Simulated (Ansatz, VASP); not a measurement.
**Two plane-wave programs on SrO**

```xyz
16
Lattice="6.2675 0.0000 0.0000 0.0000 6.2675 0.0000 0.0000 0.0000 6.2675" Properties=species:S:1:pos:R:3 pbc="T T T"
Sr    0.0000    0.0000    0.0000
Sr    0.0000    0.0000    3.1337
Sr    0.0000    3.1337    0.0000
Sr    0.0000    3.1337    3.1337
Sr    3.1337    0.0000    0.0000
Sr    3.1337    0.0000    3.1337
Sr    3.1337    3.1337    0.0000
Sr    3.1337    3.1337    3.1337
O     1.5669    1.5669    1.5669
O     1.5669    1.5669    4.7006
O     1.5669    4.7006    1.5669
O     1.5669    4.7006    4.7006
O     4.7006    1.5669    1.5669
O     4.7006    1.5669    4.7006
O     4.7006    4.7006    1.5669
O     4.7006    4.7006    4.7006
```

Alike in both runs: task single point; functional PBE; k mesh 4 × 4 × 4; occupations gaussian, width 0.05 eV; no spin polarisation.

```csv
,VASP,Ansatz
version,VASP 6.6.1,Ansatz 0.2.0
potentials or method,"VASP PAW PBE potentials, release 64 (Sr_sv, O)","scalar-relativistic, plane waves, PAW"
plane-wave cutoff (eV),520,420
valence electrons in the cell,128,128
```

```tsv
	VASP	Ansatz	Ansatz less VASP
gap on the k mesh at the Fermi level (eV)	2.75	2.80	+0.051
least direct gap on the mesh (eV)	2.75	2.80	+0.051
pressure (GPa)	0.7	0.0	-0.70
```

A k mesh can miss the band edges. As with any semilocal functional, this PBE gap is likely too small.
